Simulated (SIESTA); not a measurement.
Y:

```xyz
1
Lattice="0.0000 2.5520 2.5520 2.5520 0.0000 2.5520 2.5520 2.5520 0.0000" Properties=species:S:1:pos:R:3 pbc="T T T"
Y     0.0000    0.0000    0.0000
```

This isn't the form of Y at room conditions, which is hcp.

Base run:

* Program: SIESTA 5.4.2
* Functional: PBEsol
* Potentials or basis: PseudoDojo 0.4 standard (PBEsol files)
* Basis: DZP (energy shift 0.003 Ry; two zetas on semicore shells)
* Grid cutoff: 800 Ry
* Energy shift: 0.003 Ry
* k mesh: 9 × 9 × 9
* Occupations: fermi-dirac, width 0.05 eV
* Spin: no spin polarisation

Its results: band gap on the k mesh none (metal or under the smearing width); pressure -2.6 GPa.

Q: The run is repeated on the same cell with these changes: functional from PBEsol to LDA; potentials or basis from PseudoDojo 0.4 standard (PBEsol files) to PseudoDojo 0.4 standard (LDA files). What comes out?

A: Band gap on the k mesh none (metal or under the smearing width); pressure -4.3 GPa.

Caveats: the basis of atomic orbitals isn't converged, which shifts pressures, moduli and gaps.
